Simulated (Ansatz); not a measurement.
# BaTiO3 (P1) in Ansatz: band structure with r2SCAN+U

Aim: the band structure of BaTiO3 with r2SCAN+U.

Everything below comes from runs of Ansatz 0.2.0. Logs are shortened: lines on timing, memory, paths and dates and some standing lists are left out, and cuts for length are marked.

### Step 1. The structure

The typed cell holds 10 atoms: a = 4.018 Å, b = 5.659 Å, c = 5.659 Å, α = 89.51°, β = 89.87°, γ = 89.87°.

### Step 2. Band structure, r2SCAN+U

input.yaml

```yaml
crystal:
  lattice:
    - [0.0, -2.83705, -2.8458]
    - [-3.9841, 2.83705, -2.8458]
    - [3.9841, 2.83705, -2.8458]
  atoms:
    - { symbol: Ba, position: [0.01482756, 0.52342182, 0.49594891] }
    - { symbol: Ba, position: [0.98517244, 0.97657818, 0.00405109] }
    - { symbol: Ti, position: [0.46948775, 0.00347915, 0.49812544] }
    - { symbol: Ti, position: [0.51471225, 0.48862085, 0.99397456] }
    - { symbol: O, position: [0.48612904, 0.25418846, 0.28051967] }
    - { symbol: O, position: [0.52967096, 0.75371154, 0.72738033] }
    - { symbol: O, position: [0.43502196, 0.81668038, 0.27996181] }
    - { symbol: O, position: [0.55995804, 0.18960962, 0.72632819] }
    - { symbol: O, position: [0.02114428, 0.00157456, 0.50510004] }
    - { symbol: O, position: [0.99143572, 0.49591544, 0.99238996] }
hamiltonian:
  xc: r2scan
  pseudopotentials: { kind: paw }
  hubbard: { sites: [{ species: Ti, l: d, u_eff: 5.0 }] }
kpoints:
  mp_grid: { grid: [7, 5, 5] }
  band_path:
    path:
      - [[0.0, 0.0, 0.0], [-0.5036945225, -0.4984716603, -0.4984716603], [-0.5058407549, -0.4941592451, -0.4941592451], [-0.5, -0.5, -0.5], [-0.5, -0.5057592439, -0.4942407561]]
      - [[0.5, -0.4942407561, 0.4942407561], [0.5, 0.0, 0.0], [0.4984517099, -0.5027840755, -0.5027840755], [-0.4941592451, -0.5058407549, -0.5058407549]]
      - [[-0.4984517099, -0.4972159245, 0.5027840755], [-0.4963054775, -0.5015283397, 0.4984716603], [0.0, -0.5, 0.5], [0.0, 0.0, 0.0], [-0.5, -0.5, 0.0]]
      - [[0.0, -0.5, 0.0], [0.0, 0.0, 0.0]]
    npoints: 10
scf:
  occupations: { method: fermi_dirac, width: 0.05 }
  n_extra_bands: 25
output:
  forces: true
  stress: true
  eigenvalues: true
  fatbands: false
```

Potentials or basis: Ansatz PAW.

On the command line:

```sh
ansatz run input.yaml --threads 4 --pin off --max-ram 11264MiB --backend cpu --events-out ev --progress --plain --runs-dir out
```

Log:

```text
Warning: RAYON_NUM_THREADS=4 ignored (pool sized by the plan → 4); use --threads N
Ba: projections on atomic orbitals take those of the free atom [Kr 4d10] 5s2 5p6 6s2, of charge +0.00 (hamiltonian.pseudopotentials.projection_atoms); the dataset's partial waves leave at most 9.7e-6 of an orbital's norm unspanned inside its sphere
Ti: projections on atomic orbitals take those of the free atom [Ne] 3s2 3p6 3d2 4s2, of charge +0.00 (hamiltonian.pseudopotentials.projection_atoms); the dataset's partial waves leave at most 4.1e-7 of an orbital's norm unspanned inside its sphere
O: projections on atomic orbitals take those of the free atom [He] 2s2 2p4, of charge +0.00 (hamiltonian.pseudopotentials.projection_atoms); the dataset's partial waves leave at most 1.9e-8 of an orbital's norm unspanned inside its sphere
scf.n_extra_bands = 25 over 40 filled bands (N_el = 80.0): the run solves 65 bands
Engine: ansatz 0.2.0, aarch64-unknown-linux-gnu
Pseudopotentials: kind: paw
Pseudopotential: Ba, paw, valence charge 10, recommended cutoff 500 eV (meta_gga), Ba.paw.azcp
Pseudopotential: Ti, paw, valence charge 12, recommended cutoff 500 eV (meta_gga), Ti.paw.azcp
Pseudopotential: O, paw, valence charge 6, recommended cutoff 500 eV (meta_gga), O.paw.azcp
Functional definition: r2SCAN
  parameter k0 = 0.174
  parameter k1 = 0.065
  parameter a1 = 4.9479
  exchange = r2scan_x(k0 = k0, k1 = k1, a1 = a1)
  correlation = r2scan_c
Crystal: 10 atoms, lattice volume = 128.665 Å³
Basis set: ecut = 500 eV, 3283 PW (Γ), exchange–correlation on 120×180×180 points (64 copies of the dense FFT grid, shifted against one another)
Bands: 65, of which v1, the nominal top of the filled ones, is band 40 counted from 1 (39 counted from 0)
Symmetry: 1 space group operations
Space group: P1 (ITA 1), of the structure as read, at distance tolerance 5.0e-5 Å
k-points: 88 of 175 (time reversal used)
Non-local potential: Ba, projectors of the file, l = 0: 3, l = 1: 2, l = 2: 2, l = 3: 2
Non-local potential: Ti, projectors of the file, l = 0: 3, l = 1: 2, l = 2: 3, l = 3: 1
Non-local potential: O, projectors of the file, l = 0: 2, l = 1: 2, l = 2: 1
PAW form: soft (Blöchl's): semilocal exchange-correlation on the pseudo side does not see the compensation charge
PAW frozen core: Ba, regenerated for the run's functional (the file was generated under x = pbe(κ = 0.804, μ = 0.2195149727645171), c = pbe(β = 0.06672455060314922))
PAW frozen core: Ti, regenerated for the run's functional (the file was generated under x = pbe(κ = 0.804, μ = 0.2195149727645171), c = pbe(β = 0.06672455060314922))
PAW frozen core: O, regenerated for the run's functional (the file was generated under x = pbe(κ = 0.804, μ = 0.2195149727645171), c = pbe(β = 0.06672455060314922))
PAW one-centre angular grid: Ba, 302 points (default); XC on 160 Gauss nodes
PAW one-centre angular grid: Ti, 590 points (default); XC on 160 Gauss nodes
PAW one-centre angular grid: O, 302 points (default); XC on 160 Gauss nodes
Initial density: superposition of atomic densities (chi_scale 0.1, normalization cell, long waves of neutral atoms under a Hubbard term (reshape's long-wave potential 0.03 eV rms, cloud 2.81 Å wide))
Initial wavefunctions: pseudopotential atomic-orbital guess
Functional: x = r2scan, c = r2scan; τ floored in thin density (d = 2e-4 eV/Å³)
SCF iter   1: F=—  HF=-20355.557901 eV  |F-HF|=—  |Δ(HF+E_count)|=         —  Δρ=7.57e-2  dr2=1.08e1  dr2_τ=1.07e0  ethr=3.10e-3  ⟨swp⟩=6.3  Hψ=27647  notcnv=0  defer=942
preconditioner: auto → Resta (q_TF=auto, 2.521 Å⁻¹)  ε∞=3.8  [insulator: Δε(μ)=3.615 eV  Ē_g=15.076 eV  σ=0.050 eV  W_gap=1.00  n_scr=38 (ndim 8)  ℏωp=25.4 eV  f_vac=0.000  D(μ)=0.00/eV (n_scr^D=0)  ε∞_Penn≈3.8]
SCF iter   2: F=—  HF=-20354.359863 eV  |F-HF|=—  |Δ(HF+E_count)|=    1.20e0  Δρ=3.98e-2  dr2=1.41e0  dr2_τ=3.14e-1  ethr=3.10e-3  ⟨swp⟩=4.0  Hψ=11142  notcnv=0  defer=1809
SCF iter   3: F=—  HF=-20354.393895 eV  |F-HF|=—  |Δ(HF+E_count)|=   3.40e-2  Δρ=1.80e-2  dr2=4.81e-1  dr2_τ=3.03e-2  ethr=1.76e-3  ⟨swp⟩=2.5  Hψ=6906  notcnv=0  defer=1758
SCF iter   4: F=—  HF=-20354.451647 eV  |F-HF|=—  |Δ(HF+E_count)|=   5.78e-2  Δρ=1.23e-2  dr2=2.39e-1  dr2_τ=1.84e-2  ethr=6.02e-4  ⟨swp⟩=3.0  Hψ=7445  notcnv=0  defer=1758
SCF iter   5: F=—  HF=-20354.429892 eV  |F-HF|=—  |Δ(HF+E_count)|=   2.18e-2  Δρ=3.58e-3  dr2=1.52e-2  dr2_τ=2.41e-3  ethr=2.98e-4  ⟨swp⟩=4.2  Hψ=8267  notcnv=0  defer=1506
SCF iter   6: F=—  HF=-20354.429733 eV  |F-HF|=—  |Δ(HF+E_count)|=   1.59e-4  Δρ=1.68e-3  dr2=4.56e-3  dr2_τ=2.39e-4  ethr=1.90e-5  ⟨swp⟩=2.3  Hψ=6794  notcnv=0  defer=1476
SCF iter   7: F=—  HF=-20354.429795 eV  |F-HF|=—  |Δ(HF+E_count)|=   6.16e-5  Δρ=6.95e-4  dr2=8.75e-4  dr2_τ=3.98e-5  ethr=5.70e-6  ⟨swp⟩=2.0  Hψ=8028  notcnv=0  defer=1476
SCF iter   8: F=—  HF=-20354.429713 eV  |F-HF|=—  |Δ(HF+E_count)|=   8.19e-5  Δρ=2.26e-4  dr2=5.74e-5  dr2_τ=6.12e-6  ethr=1.09e-6  ⟨swp⟩=2.6  Hψ=7299  notcnv=0  defer=1476
SCF iter   9: F=—  HF=-20354.429707 eV  |F-HF|=—  |Δ(HF+E_count)|=   6.07e-6  Δρ=6.65e-5  dr2=7.56e-6  dr2_τ=6.37e-7  ethr=7.18e-8  ⟨swp⟩=2.0  Hψ=7223  notcnv=0  defer=1476
SCF iter  10: F=—  HF=-20354.429707 eV  |F-HF|=—  |Δ(HF+E_count)|=   4.22e-8  Δρ=2.79e-5  dr2=9.23e-7  dr2_τ=9.76e-8  ethr=9.45e-9  ⟨swp⟩=2.3  Hψ=5767  notcnv=0  defer=1476
SCF iter  11: F=-20354.429707 eV  HF=-20354.429707 eV  |F-HF|=1.07e-8  |Δ(HF+E_count)|=   2.66e-8  Δρ=7.15e-6  dr2=5.81e-8  dr2_τ=6.67e-9  ethr=1.25e-10  ⟨swp⟩=17.1  Hψ=42796  notcnv=0
SCF 1 converged in 11 iterations: F = -20354.429707 eV  dr2 = 5.81e-8
NSCF: frozen V_eff on 124 k-points
SCF converged after 11 iterations
Free energy (F): -20354.429707 eV
Harris-Foulkes:  -20354.429707 eV  (|F-HF|=1.07e-8)
Internal energy: -20354.429706 eV  (E = F + TS)
E sigma→0 (E₀):  -20354.429707 eV
Entropy (-TS):   -0.000000 eV (-0.000 meV/atom)
Fermi energy:    11.599508 eV
--- Per-component energies (eV) ---
  E_band       = -348.354626
  E_kinetic    = 1962.271879
  E_local      = -4426.306831  (includes V_loc(G=0)·N_el)
  E_nonlocal   = 399.504786
  E_hartree    = 1746.490591
  E_xc         = -953.556228
  E_vxc        = -1212.829224  (∫ρ·V_xc dr)
  E_hubbard    = 8.227060  (on-site DFT+U / exact-exchange correction)
  E_vhub       = 5.689195  (the Hubbard potential's part of the band-sum identity)
  E_paw        = -13571.658952  (= ΣΔE_a)
  E_vpaw       = -643.418070  (= ΣTr[D̂ρ^β])
  E_aug_tail   = 0.006142  (compensation charges beyond the density's cutoff)
  E_vtau       = 73.749102  (kinetic-family band-sum trace: ∫τ·v_τ [+ j·A + Jᵃ·Aᵃ] dr)
  E_ewald      = -5518.850427
  E_core_change = -0.557728  (= ΣΔE_core)
  E_smearing   = -0.000000  (= −TS)
  E_closure    = -0.000000  (closes the sum)
  Σ components = -20354.429707   (vs F -20354.429707, Δ=0.00e0)
--- Forces (eV/Å), atoms counted from 1 ---
  atom   1  Ba     0.81225265    -0.03782377     0.76089163
  atom   2  Ba    -1.07681037     0.35280190    -0.46301068
  atom   3  Ti     0.27377065     1.66339199    -2.46579436
  atom   4  Ti     0.38231766    -0.95669878     0.85646682
  atom   5  O     -6.00647934    -0.51010012    -0.45698296
  atom   6  O      5.26260562     0.19172253     0.66992261
  atom   7  O      0.04555479    -9.99147631     7.40616991
  atom   8  O     -0.03775731     7.54086593    -7.24442139
  atom   9  O      0.09093480     1.68801623     1.14939165
  atom  10  O      0.25362068     0.05911198    -0.21285191
  max |Σ_I F_I| component: 2.19e-4 eV/Å
--- Stress (GPa, compression-positive) ---
        8.236654      -0.448057      -1.866634
       -0.448056      18.166424     -10.812287
       -1.866636     -10.812288      23.679994
  P = ⅓ Tr σ = 16.6944 GPa (166.944 kbar)
--- Band table (eV; the first three rows and the last of 88) ---
  k-point 0: bands = ["-51.1687", "-47.8318", "-26.2795", "-26.2396", "-26.0987", "-23.7363", "-23.1179", "-23.0025", "-15.2945", "-15.0184", "-8.2617", "-7.6761", "-7.0498", "-6.8787", "-6.4799", "-6.0973", "-0.4157", "-0.2115", "-0.0462", "0.0766", "0.2515", "0.2949", "5.8535", "6.0868", "6.1302", "7.1366", "7.2525", "7.6534", "7.7698", "7.9540", "8.2867", "8.4952", "8.6844", "9.1048", "9.5109", "9.6846", "9.9663", "10.2177", "10.2913", "10.6968", "12.2368", "12.5475", "12.5559", "12.7521", "13.5014", "15.5446", "15.8292", "16.0410", "16.1615", "16.4608", "17.0860", "17.6360", "18.6093", "18.8516", "19.2005", "19.2677", "19.8016", "20.7025", "20.8100", "20.9399", "21.0523", "21.1209", "21.3235", "21.6875", "21.9140"]
  k-point 1: bands = ["-51.1688", "-47.8318", "-26.2795", "-26.2396", "-26.0986", "-23.7365", "-23.1181", "-23.0025", "-15.2695", "-15.0386", "-8.2963", "-7.7398", "-7.0461", "-6.8839", "-6.4162", "-6.0962", "-0.3481", "-0.1878", "-0.0047", "0.0890", "0.2471", "0.3158", "5.9547", "6.2208", "6.3328", "7.0512", "7.2688", "7.4998", "7.8185", "7.9765", "8.1983", "8.3655", "8.6012", "8.9530", "9.2346", "9.5584", "9.8488", "10.0259", "10.1655", "10.5697", "12.3022", "12.6046", "12.6609", "12.9663", "13.6847", "15.8020", "15.9425", "16.0078", "16.3457", "16.6065", "17.1452", "17.8834", "18.5835", "18.9309", "19.1706", "19.4119", "19.6712", "20.2504", "20.5716", "20.6925", "20.9163", "21.1980", "21.4588", "21.5916", "21.7839"]
  k-point 2: bands = ["-51.1689", "-47.8319", "-26.2795", "-26.2395", "-26.0985", "-23.7369", "-23.1183", "-23.0025", "-15.2136", "-15.0872", "-8.3514", "-7.8322", "-7.0383", "-6.8908", "-6.3203", "-6.1021", "-0.3097", "-0.0831", "0.0566", "0.1187", "0.1962", "0.4107", "6.0947", "6.5109", "6.8444", "6.9044", "7.0461", "7.4878", "7.8058", "7.8941", "8.0706", "8.3461", "8.3995", "8.6153", "8.7022", "9.3883", "9.5012", "9.9361", "10.0420", "10.3900", "12.4023", "12.7043", "12.7976", "13.1980", "14.0304", "15.8401", "15.8758", "16.3250", "17.0262", "17.1616", "17.3246", "18.0598", "18.2948", "18.5194", "19.0480", "19.4534", "19.5889", "20.0902", "20.3111", "20.4763", "20.7784", "21.1140", "21.6552", "21.8044", "21.8481"]
  k-point 87: bands = ["-51.1679", "-47.8309", "-26.3080", "-26.2493", "-26.0973", "-23.7347", "-23.1158", "-23.0512", "-15.1431", "-14.9824", "-7.9354", "-7.8131", "-7.1229", "-6.7814", "-6.4314", "-5.7920", "-0.6086", "-0.4886", "-0.3634", "0.0963", "0.1865", "0.2455", "4.9933", "6.0341", "6.3284", "6.8278", "6.9553", "7.2307", "7.2699", "7.5891", "7.7596", "7.9621", "8.3324", "8.7695", "8.8363", "9.2667", "9.4691", "9.8856", "10.3804", "10.8481", "12.8286", "13.3314", "13.5110", "13.5634", "15.1690", "16.2863", "16.5222", "16.7455", "17.2607", "17.9180", "18.0065", "18.4359", "19.0887", "19.4250", "19.5094", "19.8779", "19.9730", "20.3987", "20.8154", "20.9154", "21.1272", "21.3003", "21.5914", "21.7856", "21.9082"]
Occupation matrices written to <dir>
```

It took 2.1 min on 4 threads of Arm Neoverse V1, shared host; peak memory 1.7 GiB.

Results:

```
Free energy             : -20354.4297 eV
Pressure                : 16.7 GPa
Largest force           : 12.437 eV/Å
Band gap on the k mesh  : 1.35 eV, indirect (least direct gap 1.54 eV)
Band gap along the path : 1.31 eV, indirect (least direct gap 1.54 eV)
```

Forces in eV/Å, atoms in the order of the input:
```
Ba   0.812 -0.038  0.761
Ba  -1.077  0.353 -0.463
Ti   0.274  1.663 -2.466
Ti   0.382 -0.957  0.856
O   -6.006 -0.510 -0.457
O    5.263  0.192  0.670
O    0.046 -9.991  7.406
O   -0.038  7.541 -7.244
O    0.091  1.688  1.149
O    0.254  0.059 -0.213
```

Stress tensor (GPa, compression positive):
```
  8.24  -0.45  -1.87
 -0.45  18.17 -10.81
 -1.87 -10.81  23.68
```

Levels at the corners of the path, in eV from the valence-band top:
| point | band 36 | band 37 | band 38 | band 39 | band 40 | band 41 | band 42 | band 43 | band 44 | band 45 |
| --- | --- | --- | --- | --- | --- | --- | --- | --- | --- | --- |
| Γ | -1.25 | -0.96 | -0.71 | -0.64 | -0.23 | 1.31 | 1.62 | 1.63 | 1.82 | 2.57 |
| Y | -1.61 | -1.35 | -1.24 | -0.59 | -0.13 | 2.10 | 2.23 | 2.55 | 2.62 | 4.00 |
| F | -1.61 | -1.35 | -1.24 | -0.59 | -0.13 | 2.10 | 2.23 | 2.55 | 2.62 | 4.00 |
| L | -1.61 | -1.35 | -1.24 | -0.59 | -0.13 | 2.10 | 2.23 | 2.55 | 2.62 | 4.00 |
| I | -1.61 | -1.35 | -1.24 | -0.59 | -0.13 | 2.10 | 2.23 | 2.55 | 2.62 | 4.00 |
| I1 | -1.61 | -1.35 | -1.24 | -0.59 | -0.13 | 2.10 | 2.23 | 2.55 | 2.62 | 4.00 |
| Z | -1.62 | -1.23 | -0.73 | -0.47 | 0.00 | 1.70 | 2.05 | 2.56 | 2.67 | 4.29 |
| H | -1.61 | -1.35 | -1.24 | -0.59 | -0.13 | 2.10 | 2.23 | 2.55 | 2.62 | 4.00 |
| F1 | -1.61 | -1.35 | -1.24 | -0.59 | -0.13 | 2.10 | 2.23 | 2.55 | 2.62 | 4.00 |
| H1 | -1.61 | -1.35 | -1.24 | -0.59 | -0.13 | 2.10 | 2.23 | 2.55 | 2.62 | 4.00 |
| Y1 | -1.61 | -1.35 | -1.24 | -0.59 | -0.13 | 2.10 | 2.23 | 2.55 | 2.62 | 4.00 |
| X | -1.75 | -1.63 | -1.29 | -1.12 | -0.51 | 1.40 | 1.63 | 1.88 | 2.15 | 2.71 |
| Γ | -1.25 | -0.96 | -0.71 | -0.64 | -0.23 | 1.31 | 1.62 | 1.63 | 1.82 | 2.57 |
| N | -1.65 | -1.60 | -1.29 | -0.72 | -0.04 | 1.95 | 2.48 | 2.61 | 2.82 | 4.71 |
| M | -1.71 | -1.34 | -1.02 | -0.85 | -0.50 | 1.49 | 1.76 | 1.92 | 2.30 | 3.12 |
| Γ | -1.25 | -0.96 | -0.71 | -0.64 | -0.23 | 1.31 | 1.62 | 1.63 | 1.82 | 2.57 |

Eigenvalues of the final occupation matrices:
| site | spin | trace | eigenvalues |
| --- | --- | --- | --- |
| site 1 | 1 | 1.13 | 0.15 0.19 0.20 0.27 0.33 |
| site 2 | 1 | 1.02 | 0.13 0.15 0.17 0.27 0.30 |

Caveat: spin-orbit coupling is left out, which moves the levels of the heavy elements; the PAW data sets come from PBE, with cores solved anew for the run's functional, which leaves a small shift of forces and pressure; forces of over 1 eV/Å show positions far from the minimum, so gaps and moduli don't describe the material at rest.
